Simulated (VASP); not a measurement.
# NbN (Fm-3m) in VASP: further runs

One crystal, NbN, is run at these levels: PBE+D3(BJ); tasks: relaxation of cell and atoms.

Program: VASP 6.6.1. These are calculated values, not measurements. Logs are shortened: lines on timing, memory, paths and dates and some standing lists are left out, and cuts for length are marked.

**1. The crystal as given**

Symmetry: Fm-3m, No. 225, cubic system. Conventional cell: a = 4.389 Å, b = 4.389 Å, c = 4.389 Å, α = 90.00°, β = 90.00°, γ = 90.00°. Nb (site symmetry m-3m) is surrounded by 6 N at 2.19 Å. N (site symmetry m-3m) is surrounded by 6 Nb at 2.19 Å.

Measurements of this composition are mostly on another form, of space group No. 194.

**2. Relaxation of cell and atoms, PBE+D3(BJ)**

Input file INCAR:

```
SYSTEM = NbN
  PREC = Accurate
  ENCUT = 600
  EDIFF = 1E-6
  ISMEAR = 1
  SIGMA = 0.1
  LREAL = .False.
  LASPH = .True.
  NELM = 80
  ALGO = Normal
  ISIF = 3
  LWAVE = .False.
  LCHARG = .False.
  GGA = PE
  IVDW = 12
  IBRION = 2
  NSW = 90
  EDIFFG = -0.01
```

Input file KPOINTS:

```
Automatic mesh
0
Gamma
  14 14 14
  0 0 0
```

Input file POSCAR:

```
NbN
1.0
    0.0000000000      2.1945000000      2.1945000000
    2.1945000000      0.0000000000      2.1945000000
    2.1945000000      2.1945000000      0.0000000000
Nb N
1 1
Direct
    0.5000000000      0.5000000000      0.5000000000
    0.0000000000      0.0000000000      0.0000000000
```

Potentials or basis: VASP PAW PBE potentials, release 64 (Nb_sv, N).

Run with:

```console
cat potpaw_PBE.64/Nb_sv/POTCAR potpaw_PBE.64/N/POTCAR > POTCAR
mpirun -np 1 vasp_std > vasp.out
```

OUTCAR:

```text
SYSTEM = NbN
   PREC = Accurate
   ENCUT = 600
   EDIFF = 1E-6
   ISMEAR = 1
   LREAL = .False.
   LASPH = .True.
   NELM = 80
   ISIF = 3
   GGA = PE
   IVDW = 12
   IBRION = 2
   NSW = 90
   EDIFFG = -0.01
 IVDW          = 12

 ion  position               nearest neighbor table
   1  0.500  0.500  0.500-   2 2.19   2 2.19   2 2.19   2 2.19   2 2.19   2 2.19
   2  0.000  0.000  0.000-   1 2.19   1 2.19   1 2.19   1 2.19   1 2.19   1 2.19

  LATTYP: Found a face centered cubic cell.
 ALAT       =     4.3890000000

  Lattice vectors:

 A1 = (   0.0000000000,   2.1945000000,   2.1945000000)
 A2 = (   2.1945000000,   0.0000000000,   2.1945000000)
 A3 = (   2.1945000000,   2.1945000000,   0.0000000000)

Analysis of symmetry for initial positions (statically):
=====================================================================
 Subroutine PRICEL returns:
 Original cell was already a primitive cell.

 Routine SETGRP: Setting up the symmetry group for a
 face centered cubic supercell.

 Subroutine GETGRP returns: Found 48 space group operations
 (whereof 48 operations were pure point group operations)
 out of a pool of 48 trial point group operations.

The static configuration has the point symmetry O_h .

Analysis of symmetry for dynamics (positions and initial velocities):
=====================================================================
 Subroutine PRICEL returns:
 Original cell was already a primitive cell.

 Routine SETGRP: Setting up the symmetry group for a
 face centered cubic supercell.

 Subroutine GETGRP returns: Found 48 space group operations
 (whereof 48 operations were pure point group operations)
 out of a pool of 48 trial point group operations.

The dynamic configuration has the point symmetry O_h .

 Subroutine INISYM returns: Found 48 space group operations
 (whereof 48 operations are pure point group operations),
 and found     1 'primitive' translations

----------------------------------------------------------------------------------------

                                     Primitive cell

  volume of cell :      21.1367

  direct lattice vectors                    reciprocal lattice vectors
     0.000000000  2.194500000  2.194500000    -0.227842333  0.227842333  0.227842333
     2.194500000  0.000000000  2.194500000     0.227842333 -0.227842333  0.227842333
     2.194500000  2.194500000  0.000000000     0.227842333  0.227842333 -0.227842333

  length of vectors
     3.103491663  3.103491663  3.103491663     0.394634497  0.394634497  0.394634497

  position of ions in fractional coordinates (direct lattice)
     0.500000000  0.500000000  0.500000000
     0.000000000  0.000000000  0.000000000

  ion indices of the primitive-cell ions
[... 75 lines left out ...]
   EDIFF  = 0.1E-05   stopping-criterion for ELM
   LREAL  =      F    real-space projection
   EDIFFG = -.1E-01   stopping-criterion for IOM
   NSW    =     90    number of steps for IOM
   IBRION =      2    ionic relax: 0-MD 1-quasi-New 2-CG
   NFREE  =      1    steps in history (QN), initial steepest desc. (CG)
   ISIF   =      3    stress and relaxation
   ISYM   =      2    0-nonsym 1-usesym 2-fastsym
   POTIM  = 0.5000    time-step for ionic-motion
   TEBEG  =    0.0;   TEEND  =   0.0 temperature during run
   PSTRESS=    0.0 pullay stress
   NELECT =      18.0000    total number of electrons
   NUPDOWN=      -1.0000    fix difference up-down
   EMIN   =  10.00;   EMAX   =-10.00  energy-range for DOS
   EFERMI =   0.00;   METHOD = LEGACY
   ISMEAR =     1;   SIGMA  =   0.10  broadening in eV -4-tet -1-fermi 0-gaus
   EFERMI_NEDOS =   21; number of points for ismear=-14 and -15
   IALGO  =     38    algorithm
   IMIX   =      4    mixing-type and parameters
     AMIX     =   0.40;   BMIX     =  1.00
     AMIX_MAG =   1.60;   BMIX_MAG =  1.00
  volume/ion in A,a.u.               =      10.57        71.32
  Fermi-wavevector in a.u.,A,eV,Ry     =   1.551744  2.932371 32.761598  2.407910
  Thomas-Fermi vector in A             =   2.656219
   LORBIT       =      0    0 simple, 1 ext, 2 COOP (PROOUT), +10 PAW based schemes
   GGA     = PE    functional components
   LHFCALC =     F    Hartree Fock is set to
   AEXX    =    0.0000 exact exchange contribution
   IVDW    =    12    specifies the selected vdW correction
   LEPSILON=     F    determine dielectric tensor
   LRPA    =     F    only Hartree local field effects (RPA)
 conjugate gradient relaxation of ions
 non-spin polarized calculation
 Methfessel and Paxton  Order N= 1 SIGMA  =   0.10
  energy-cutoff  :      600.00
  volume of cell :       21.14
 maximum number of plane-waves:       725
 NGX is ok and might be reduce to    28
   NGX = 13   NGY = 13   NGZ = 13

--------------------------------------- Ionic step        1  -------------------------------------------

 number of electron      17.9999999 magnetization

 Free energy of the ion-electron system (eV)
  ---------------------------------------------------
  ext. energy  EPLUGINS =         0.00000000
  ---------------------------------------------------
  free energy    TOTEN  =       -20.52573399 eV

  energy without entropy =      -20.52503596  energy(sigma->0) =      -20.52550131

------------------------ aborting loop because EDIFF is reached ----------------------------------------

 Edisp (eV)   -1.02155

 E8    (eV) :    -0.4441
[... 71 lines left out ...]
--------------------------------------- Ionic step        3  -------------------------------------------

 number of electron      17.9999999 magnetization

 Free energy of the ion-electron system (eV)
  ---------------------------------------------------
  ext. energy  EPLUGINS =         0.00000000
  ---------------------------------------------------
  free energy    TOTEN  =       -20.52082299 eV

  energy without entropy =      -20.52012055  energy(sigma->0) =      -20.52058884

 E-fermi :  14.0911     XC(G=0): -13.4258

 val. band max:       14.0873561022   @ k =  -0.2857   0.3571   0.1429
 cond. band min:      14.1476133299   @ k =   0.2143   0.1429   0.0000
 fundamental gap:      0.0602572277
 Fermi energy:        14.0910675902

 k-point     1 :       0.0000    0.0000    0.0000
  band No.  band energies     occupation
      1     -42.2772      2.00000
      2     -17.9207      2.00000
      3     -17.9207      2.00000
      4     -17.9207      2.00000
      5      -3.5487      2.00000
      6      10.7671      2.00000
      7      10.7671      2.00000
      8      10.7671      2.00000
      9      12.1001      2.00000
     10      12.1001      2.00000
     11      12.1001      2.00000
     12      13.9899      2.05268
     13      13.9899      2.05268
[... 354 lines left out ...]
  band No.  band energies     occupation
      1     -42.1940      2.00000
      2     -18.4649      2.00000
      3     -18.0459      2.00000
      4     -18.0280      2.00000
      5      -2.3799      2.00000
      6       6.8371      2.00000
      7       8.6164      2.00000
      8       9.0027      2.00000
      9      11.7629      2.00000
     10      14.6677     -0.00000
     11      14.9193     -0.00000
     12      16.2587      0.00000
     13      17.7758      0.00000

 [... further k-points ...]

------------------------ aborting loop because EDIFF is reached ----------------------------------------

 Edisp (eV)   -1.02703

 E8    (eV) :    -0.4466
[... 25 lines left out ...]
  FREE ENERGIE OF THE ION-ELECTRON SYSTEM (eV)
  ---------------------------------------------------
  free  energy   TOTEN  =       -21.5478521094 eV

  energy  without entropy=      -21.5471496735  energy(sigma->0) =      -21.54761796

 reached required accuracy - stopping structural energy minimisation
```

OSZICAR:

```text
N       E                     dE             d eps       ncg     rms          rms(c)
DAV:   1     0.183789035913E+03    0.18379E+03   -0.11487E+04  2704   0.165E+03
DAV:   2    -0.103908800612E+02   -0.19418E+03   -0.18764E+03  3133   0.536E+02
[... 23 lines left out ...]
DAV:   1    -0.205347235487E+02   -0.27782E-01   -0.50350E-01  2864   0.107E+01    0.948E-01
DAV:   2    -0.205230427969E+02    0.11681E-01   -0.35976E-02  3456   0.285E+00    0.365E-01
DAV:   3    -0.205203972495E+02    0.26455E-02   -0.13807E-02  4782   0.125E+00    0.143E-01
DAV:   4    -0.205206067283E+02   -0.20948E-03   -0.39194E-04  3649   0.190E-01    0.869E-02
DAV:   5    -0.205207793902E+02   -0.17266E-03   -0.30868E-04  4833   0.998E-02    0.382E-02
DAV:   6    -0.205208237049E+02   -0.44315E-04   -0.10765E-04  4910   0.108E-01    0.869E-03
DAV:   7    -0.205208229860E+02    0.71893E-06   -0.67377E-06  3408   0.297E-02
   3 F= -.21547852E+02 E0= -.21547618E+02  d E =-.563941E-03
```

Wall time 56 s (1 thread of Intel Xeon Platinum 8488C (Sapphire Rapids), shared host); peak memory 0.19 GiB.

What came out:

```
Free energy                            : -21.5479 eV
Relaxed volume                         : 10.51 Å³/atom
Relaxed cell                           : a = 3.098 Å, b = 3.098 Å, c = 3.098 Å, α = 60.00°, β = 60.00°, γ = 60.00°
Space group after relaxing (to 0.05 Å) : Fm-3m (No. 225)
Energy gained by relaxing              : 0.3 meV/atom
Ionic steps                            : 3
Pressure after relaxing                : 0.0 GPa
Dispersion energy per atom             : -0.514 eV
```

Step by step:
| step | energy change (eV) | largest force (eV/Å) | pressure (GPa) | volume (Å³) |
| --- | --- | --- | --- | --- |
| 1 | 0.0000 | 0.0000 | -1.65 | 21.14 |
| 2 | 0.0019 | 0.0000 | 3.56 | 20.81 |
| 3 | -0.0006 | 0.0000 | 0.00 | 21.03 |

Final structure:
```
Nb N
1.0
     0.00000    2.19075    2.19075
     2.19075    0.00000    2.19075
     2.19075    2.19075    0.00000
Nb N
1 1
Direct
  0.50000 0.50000 0.50000
  0.00000 0.00000 0.00000
```

Levels at points of the mesh, in eV from the Fermi level:
```csv
k point,band 5,band 6,band 7,band 8,band 9,band 10,band 11,band 12,band 13
"(0.00, 0.00, 0.00)",-17.64,-3.32,-3.32,-3.32,-1.99,-1.99,-1.99,-0.10,-0.10
"(0.50, 0.00, 0.00)",-15.06,-9.16,-7.08,-7.08,1.54,1.54,2.05,4.59,6.91
"(0.50, 0.50, 0.00)",-16.94,-5.72,-5.06,-3.98,-3.98,1.66,2.88,2.88,4.17
```

Caveat: the bands computed are all filled at some k points, so no gap is given.

**3. Relaxation of cell and atoms, PBE+D3(BJ)**

This run uses another cell than the first one, of 10.51 Å³/atom, 0.995 times its volume.

Changes to INCAR since step 2:

```diff
@@ -3,3 +3,3 @@
   ENCUT = 600
-  EDIFF = 1E-6
+  EDIFF = 1E-7
   ISMEAR = 1
@@ -17,2 +17,2 @@
   NSW = 90
-  EDIFFG = -0.01
+  EDIFFG = -0.005
```

KPOINTS is that of step 2.

Input file POSCAR:

```
NbN                                     
1.0
    0.0000000000      2.1907489342      2.1907489342
    2.1907489342     -0.0000000000      2.1907489342
    2.1907489342      2.1907489342     -0.0000000000
  Nb              N             
     1     1
Direct
     0.5000000000000000    0.5000000000000000    0.5000000000000000
     0.0000000000000000    0.0000000000000000    0.0000000000000000
```

Potentials or basis: VASP PAW PBE potentials, release 64 (Nb_sv, N).

Run with:

```console
cat potpaw_PBE.64/Nb_sv/POTCAR potpaw_PBE.64/N/POTCAR > POTCAR
mpirun -np 1 vasp_std > vasp.out
```

OUTCAR:

```text
SYSTEM = NbN
   PREC = Accurate
   ENCUT = 600
   EDIFF = 1E-7
   ISMEAR = 1
   LREAL = .False.
   LASPH = .True.
   NELM = 80
   ISIF = 3
   GGA = PE
   IVDW = 12
   IBRION = 2
   NSW = 90
   EDIFFG = -0.005
 IVDW          = 12

 ion  position               nearest neighbor table
   1  0.500  0.500  0.500-   2 2.19   2 2.19   2 2.19   2 2.19   2 2.19   2 2.19
   2  0.000  0.000  0.000-   1 2.19   1 2.19   1 2.19   1 2.19   1 2.19   1 2.19
[... 581 lines left out ...]

 Edisp (eV)   -1.02703

 E8    (eV) :    -0.4466

  FORCE on cell =-STRESS in cart. coord.  units (eV):
  Direction    XX          YY          ZZ          XY          YZ          ZX
  --------------------------------------------------------------------------------------
  -------------------------------------------------------------------------------------
  Total       0.00130     0.00130     0.00130    -0.00000    -0.00000     0.00000
  in kB       0.09898     0.09898     0.09898    -0.00000    -0.00000     0.00000
  external pressure =        0.10 kB  Pullay stress =        0.00 kB

 VOLUME and BASIS-vectors are now :
 -----------------------------------------------------------------------------
  energy-cutoff  :      600.00
  volume of cell :       21.03
      direct lattice vectors                 reciprocal lattice vectors
     0.000000000  2.190748934  2.190748934    -0.228232452  0.228232452  0.228232452
     2.190748934  0.000000000  2.190748934     0.228232452 -0.228232452  0.228232452
     2.190748934  2.190748934  0.000000000     0.228232452  0.228232452 -0.228232452

 POSITION                                       TOTAL-FORCE (eV/Angst)
 -----------------------------------------------------------------------------------
      2.19075      2.19075      2.19075         0.000000      0.000000      0.000000
      0.00000      0.00000      0.00000        -0.000000     -0.000000     -0.000000
 -----------------------------------------------------------------------------------
    total drift:                                0.000000      0.000000      0.000000

  FREE ENERGIE OF THE ION-ELECTRON SYSTEM (eV)
  ---------------------------------------------------
  free  energy   TOTEN  =       -21.5476190348 eV

  energy  without entropy=      -21.5469166242  energy(sigma->0) =      -21.54738490

 reached required accuracy - stopping structural energy minimisation
```

OSZICAR:

```text
N       E                     dE             d eps       ncg     rms          rms(c)
DAV:   1     0.179392155868E+03    0.17939E+03   -0.11422E+04  2704   0.164E+03
DAV:   2    -0.997872165836E+01   -0.18937E+03   -0.18210E+03  3042   0.531E+02
DAV:   3    -0.233677105359E+02   -0.13389E+02   -0.13067E+02  4785   0.114E+02
DAV:   4    -0.239564004046E+02   -0.58869E+00   -0.58023E+00  3452   0.190E+01
DAV:   5    -0.239777701066E+02   -0.21370E-01   -0.20885E-01  4569   0.329E+00    0.129E+01
DAV:   6    -0.206692293341E+02    0.33085E+01   -0.15624E+01  4447   0.396E+01    0.451E+00
DAV:   7    -0.205349138169E+02    0.13432E+00   -0.78458E-01  3859   0.103E+01    0.273E+00
DAV:   8    -0.205247556862E+02    0.10158E-01   -0.18149E-01  3660   0.474E+00    0.870E-01
DAV:   9    -0.205205609025E+02    0.41948E-02   -0.38788E-02  3768   0.214E+00    0.458E-01
DAV:  10    -0.205207020997E+02   -0.14120E-03   -0.21627E-03  3736   0.628E-01    0.168E-01
DAV:  11    -0.205205896001E+02    0.11250E-03   -0.74941E-04  3541   0.287E-01    0.379E-02
DAV:  12    -0.205205890971E+02    0.50301E-06   -0.42262E-05  3957   0.842E-02    0.990E-03
DAV:  13    -0.205205894954E+02   -0.39829E-06   -0.26642E-06  4365   0.227E-02    0.870E-03
DAV:  14    -0.205205899258E+02   -0.43042E-06   -0.41951E-07  3209   0.940E-03    0.200E-03
DAV:  15    -0.205205899114E+02    0.14388E-07   -0.44285E-08  1722   0.356E-03
   1 F= -.21547619E+02 E0= -.21547385E+02  d E =-.215476E+02
```

CONTCAR:

```text
NbN
   1.00000000000000
     0.0000000000000000    2.1907489342000002    2.1907489342000002
     2.1907489342000002    0.0000000000000000    2.1907489342000002
     2.1907489342000002    2.1907489342000002    0.0000000000000000
  Nb              N
     1     1
Direct
     0.5000000000000000    0.5000000000000000    0.5000000000000000
     0.0000000000000000    0.0000000000000000    0.0000000000000000

  0.00000000E+00  0.00000000E+00  0.00000000E+00
  0.00000000E+00  0.00000000E+00  0.00000000E+00
```

Run time: 29 s. Hardware: 1 thread of Intel Xeon Platinum 8488C (Sapphire Rapids), shared host; peak memory 0.19 GiB.

Results:

```
Free energy                : -21.5476 eV
Pressure after relaxing    : 0.0 GPa
Dispersion energy per atom : -0.514 eV
```

Final structure:
```
CELL_PARAMETERS angstrom
0.00000 2.19075 2.19075
2.19075 0.00000 2.19075
2.19075 2.19075 0.00000
ATOMIC_POSITIONS crystal
Nb 0.50000 0.50000 0.50000
N 0.00000 0.00000 0.00000
```

Caveat: the relaxation stopped at its first step, so nothing moved; the bands computed are all filled at some k points, so no gap is given.
